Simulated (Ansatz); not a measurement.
Hf:

```
Hf
1.0
     3.19670    0.00000    0.00000
    -1.59835    2.76842    0.00000
     0.00000    0.00000    5.05780
Hf
2
Direct
  0.66667 0.33333 0.75000
  0.33333 0.66667 0.25000
```

* Program: Ansatz 0.2.0
* Task: relaxation of cell and atoms
* Functional: revPBE
* Dispersion: D3(BJ)
* Potentials or basis: all-electron LAPW, scalar-relativistic
* Basis error allowed: 0.001 eV/atom
* k mesh: 10 × 10 × 5
* Occupations: fermi-dirac, width 0.05 eV
* Spin: no spin polarisation

At the start: volume 22.38 Å³/atom.

Q: How do energy, volume and symmetry change on relaxing?

A: Over 4 steps the energy falls by 6.6 meV/atom and the volume is 21.72 Å³/atom (-2.9 %); space group P6_3/mmc (No. 194, to 0.05 Å).

Step by step:
```tsv
step	energy change (eV)	largest force (eV/Å)	volume (Å³)
1	0.0000	0.0000	44.76
2	-0.0133	0.0000	43.51
3	-0.0133	0.0000	43.45
4	-0.0133	0.0000	43.45
```

Final structure:
```
Hf
1.0
     3.16626    0.00000    0.00000
    -1.58313    2.74206    0.00000
     0.00000    0.00000    5.00409
Hf
2
Direct
  0.66667 0.33333 0.75000
  0.33333 0.66667 0.25000
```
